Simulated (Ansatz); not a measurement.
# AgI, space group P6_3mc: a band structure

Computed with Ansatz 0.2.0 through its Python package.

Input file `POSCAR`:
```text
AgI
1.0
   4.59000000    0.00000000    0.00000000
  -2.29500000    3.97505660    0.00000000
   0.00000000    0.00000000    7.52000000
Ag I
2 2
Direct
   0.66666667    0.33333333    0.63000000
   0.33333333    0.66666667    0.13000000
   0.66666667    0.33333333    0.00000000
   0.33333333    0.66666667    0.50000000
```

The script, `agi.py`:
```python
from collections import Counter
import itertools
import json
import warnings

import ansatz as az
from ase.io import read
import numpy as np

config = {
    "kmesh": (6, 6, 4),
    "filling": "fixed",
    "n_empty": 8,
}


def main() -> None:
    warnings.simplefilter("ignore", az.DeckWarning)

    atoms = read("POSCAR", format="vasp")
    cell = az.Crystal.from_ase(atoms)

    path = [
        ("G", (0.0, 0.0, 0.0)),
        ("M", (0.5, 0.0, 0.0)),
        ("K", (0.33333, 0.33333, 0.0)),
        ("G", (0.0, 0.0, 0.0)),
        ("A", (0.0, 0.0, 0.5)),
        ("L", (0.5, 0.0, 0.5)),
    ]
    calculation = cell.calculation()
    calculation = calculation.functional(az.Functional.LDA)
    calculation = calculation.pseudopotentials("paw")
    calculation = calculation.basis(16 * az.Ha).kpoints(*config["kmesh"])
    calculation = calculation.occupations(config["filling"])
    calculation = calculation.band_structure([point for _, point in path], intervals=4)
    calculation = calculation.scf(extra_bands=config["n_empty"])
    calculation = calculation.density()
    done = calculation.run(events_out="events.ndjson")
    report = done.report
    with open("events.ndjson") as stream:
        kinds = Counter(json.loads(line)["event"] for line in stream)
    print("events:", {kind: kinds[kind] for kind in ("scf_iter", "scf_done", "notice", "finished")})

    n_atoms = len(report["lattice"]["sites"])
    print("F =", round(report["free_energy_ev"], 4), "eV for", n_atoms, "atoms")
    print("E(sigma -> 0) =", round(report["energy_sigma0_ev"], 4), "eV, TS =", round(report["entropy_ts_ev"], 5), "eV")
    print("closed by", report["closed_by"], "after", report["n_iterations"], "iterations")

    rho = done.density()
    total = sum(channel.density_e_per_ang3 for channel in rho.channels[:2])
    grid_cell = np.asarray(rho.fft_grid_basis) @ done.lattice.cell_ang
    mesh = np.stack(np.meshgrid(*[np.arange(n) / n for n in rho.dims], indexing="ij"), axis=-1)
    for site in done.lattice.sites:
        offset = mesh - site.position_ang @ np.linalg.inv(grid_cell)
        offset -= offset.round()
        distance = np.min([np.linalg.norm((offset + shift) @ grid_cell, axis=-1) for shift in itertools.product((-1, 0, 1), repeat=3)], axis=0)
        inside = [total[distance < radius].sum() * rho.cell_volume_ang3 / total.size for radius in (0.8, 1.0, 1.2)]
        print(site.symbol, "electrons within 0.8, 1.0, 1.2 A:", np.round(inside, 2))

    bands = done.band_structure()
    fermi = bands.fermi_energy_ev
    print(f"zero of the bands: {fermi:.3f} eV, the Fermi level found on the SCF mesh")
    for spin, channel in enumerate(bands.channels):
        print("channel", spin, "- computed levels within 6 eV of the Fermi level")
        for i, (label, _) in enumerate(path):
            levels = channel.eigenvalues_ev[i * 4] - fermi
            print(f"  {label:3s}", " ".join(f"{e:7.3f}" for e in levels if abs(e) < 6))


if __name__ == "__main__":
    main()
```

`python agi.py` gives:
```text
events: {'scf_iter': 7, 'scf_done': 1, 'notice': 2, 'finished': 1}
F = -29628.5396 eV for 4 atoms
E(sigma -> 0) = -29628.5396 eV, TS = 0.0 eV
closed by deck_thresholds after 7 iterations
Ag electrons within 0.8, 1.0, 1.2 A: [13.61 15.94 17.15]
Ag electrons within 0.8, 1.0, 1.2 A: [13.61 15.94 17.15]
I electrons within 0.8, 1.0, 1.2 A: [10.43 12.27 13.82]
I electrons within 0.8, 1.0, 1.2 A: [10.43 12.27 13.82]
zero of the bands: 6.448 eV, the Fermi level found on the SCF mesh
channel 0 - computed levels within 6 eV of the Fermi level
  G    -4.262  -4.234  -4.184  -4.184  -4.022  -4.022  -3.137  -3.137  -3.047  -3.047  -2.971  -0.755  -0.755  -0.041   0.000   0.000   1.090   2.485   5.670   5.670   5.810
  M    -4.326  -4.239  -4.052  -3.952  -3.858  -3.710  -3.142  -3.050  -2.996  -2.995  -2.764  -2.615  -2.227  -1.814  -1.067  -0.679   3.155   3.449   4.645   5.704
  K    -4.222  -3.999  -3.999  -3.850  -3.850  -3.794  -3.146  -3.146  -3.137  -3.118  -2.625  -2.625  -2.599  -1.551  -1.551  -1.284   4.165   4.377   4.377
  G    -4.262  -4.234  -4.184  -4.184  -4.022  -4.022  -3.137  -3.137  -3.047  -3.047  -2.971  -0.755  -0.755  -0.041   0.000   0.000   1.090   2.485   5.670   5.670   5.810
  A    -4.357  -4.357  -4.115  -4.115  -4.115  -4.115  -3.083  -3.083  -3.083  -3.083  -1.745  -1.745  -0.391  -0.391  -0.391  -0.391   2.466   2.466   5.495   5.495   5.996   5.996   5.996   5.996
  L    -4.455  -4.455  -3.906  -3.906  -3.899  -3.899  -3.033  -3.033  -2.944  -2.944  -2.831  -2.831  -1.256  -1.256  -1.242  -1.242   3.051   3.051   4.773   4.773
```

Absolute energies stand on the zero of these potentials, so only differences at equal settings mean something. A total without «per atom» is that of the cell as typed. The computed bands are complete only to about 6.0 eV above the Fermi level. Under fixed occupations the level called the Fermi level is the highest filled one on the SCF mesh; off the mesh a filled band can lie a little above it. Grid values close to the nuclei reflect the PAW or pseudopotential construction, not the all-electron fields. The structure is a deposited one; some such entries were measured under pressure or heat, so a shift against it needn't be the functional's error alone. Gaps and levels are Kohn-Sham values on a finite set of k-points, without spin-orbit coupling. Run time: 22 s on 1 thread of Arm Neoverse V1, with other jobs on the host, peak memory 0.48 GiB.
